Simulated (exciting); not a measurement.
WS2, 3 atoms in the cell. It takes space group R3m (No. 160, trigonal). The conventional cell has a = 3.240 Å, b = 3.240 Å, c = 18.970 Å, α = 90.00°, β = 90.00°, γ = 120.00°. W (site symmetry 3m) is surrounded by 6 S at 2.45 to 2.48 Å. Around S (site symmetry 3m) lie 3 W at 2.48 Å. S (site symmetry 3m) has 3 W at 2.45 Å as nearest neighbours. Measurements of this composition are mostly on another form, of space group No. 194. The cell isn't the ideal one: volume scaled by 1.08.

| Property | Result |
| --- | --- |
| Program | exciting (release sodium) |
| Task | effective masses |
| Functional | PBEsol (libxc) |
| Potentials or basis | all-electron LAPW+lo, shipped species files, valence relativity iora* |
| rgkmax | 7 |
| k mesh | 10 × 10 × 10 |
| Occupations | fermi-dirac, width 0.05 eV |
| Spin | no spin polarisation |
| outputlevel | normal |
| k point of the masses | [0.3406260684, 0.0, -0.3406260684] |
| gmaxvr (cutoff of density and potential) | 14 1/bohr |
| lmaxapw (and lmaxmat) | 10 |
| lmaxvr | 8 |
| nempty | 16 |
| Valence relativity | iora* |
| epsengy | 1e-06 Ha |
| epspot | 1e-06 Ha |
| maxscl | 80 |
| Muffin-tin radii | W 2.3, S 1.9 bohr |

Potentials or basis: all-electron LAPW+lo, shipped species files, valence relativity iora*.

The run is started by

```bash
$ OMP_NUM_THREADS=1 python run_exciting.py
```

Hardware: 1 thread of Intel(R) Xeon(R) 6975P-C (Granite Rapids) (shared host).

Q: How long does it take, and how much memory?

A: It took 9.2 min on 1 thread of Intel(R) Xeon(R) 6975P-C (Granite Rapids), with other jobs on the host, peak memory 0.2 GiB. Counts: scf iterations 18, plane waves 344.
